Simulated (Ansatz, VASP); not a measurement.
One calculation of P, two programs

The input INCAR:

```
ALGO     = Normal         # electronic algorithm
EDIFF    = 1E-6           # SCF threshold, eV
EDIFFG   = -0.04          # ionic threshold
ENCUT    = 600            # plane-wave cutoff, eV
GGA      = PE             # functional
IBRION   = 2              # ionic algorithm
ISIF     = 3              # what is computed and relaxed
ISMEAR   = 0              # smearing method
LASPH    = True           # aspherical terms in the spheres
LCHARG   = False          # write CHGCAR
LREAL    = False          # projectors in reciprocal space
LWAVE    = False          # write WAVECAR
NELM     = 100            # most SCF steps
NSW      = 90             # ionic steps
PREC     = Accurate       # precision mode
SIGMA    = 0.1            # smearing width, eV
```

File KPOINTS:

```
k-points
0
Gamma
  6 6 6
```

POSCAR

```
P
1.0
   -2.6103942700      2.6103942700      2.3457980500
    2.6103942700     -2.6103942700      2.3457980500
    2.6103942700      2.6103942700     -2.3457980500
P
3
Direct
    0.5000000000      0.0000000000      0.5000000000
    0.0000000000      0.5000000000      0.5000000000
    0.5000000000      0.5000000000      0.0000000000
```

Input for Ansatz:

```yaml
crystal:
  lattice:
    - [-2.61039427, 2.61039427, 2.34579805]
    - [2.61039427, -2.61039427, 2.34579805]
    - [2.61039427, 2.61039427, -2.34579805]
  atoms:
    - { symbol: P, position: [0.5, 0.0, 0.5] }
    - { symbol: P, position: [0.0, 0.5, 0.5] }
    - { symbol: P, position: [0.5, 0.5, 0.0] }
basis:
  ecutwfc: 420
kpoints:
  mp_grid: { grid: [6, 6, 6] }
hamiltonian:
  xc: pbe
scf:
  occupations: { method: gaussian, width: 0.1 }
  lower_state_search: "off"
output:
  forces: true
  stress: true
  eigenvalues: true
relax:
  adjacent_minimum: "off"
  f_tol: 0.04
  max_steps: 70
  cell: { stress_tol: 0.4 }
```

Alike in both runs: task relaxation of cell and atoms; functional PBE; k mesh 6 × 6 × 6; occupations gaussian, width 0.1 eV; no spin polarisation.

|  | VASP | Ansatz |
| --- | --- | --- |
| version | VASP 6.6.1 | Ansatz 0.2.0 |
| potentials or method | VASP PAW PBE potentials, release 64 (P) | scalar-relativistic, plane waves, PAW |
| plane-wave cutoff (eV) | 600 | 420 |
| valence electrons in the cell | 15 | 15 |

VASP gave:

```
gap on the k mesh at the Fermi level, each at its own relaxed structure (eV) : none
relaxed volume (Å³/atom)                                                     : 17.01
relaxed cell length with the largest relative difference (Å)                 : 4.047
energy change over the relaxation (meV/atom)                                 : -211
```

Task: Estimate Ansatz's values.

Result: gap on the k mesh at the Fermi level, each at its own relaxed structure (eV): none; relaxed volume (Å³/atom): 17.06; relaxed cell length with the largest relative difference (Å): 4.051; energy change over the relaxation (meV/atom): -208.

A gap of «none» marks a metal or a gap that the smearing closes.

Caveats: the volume moved by over 15 % at a fixed basis, so the end points are rough (VASP).
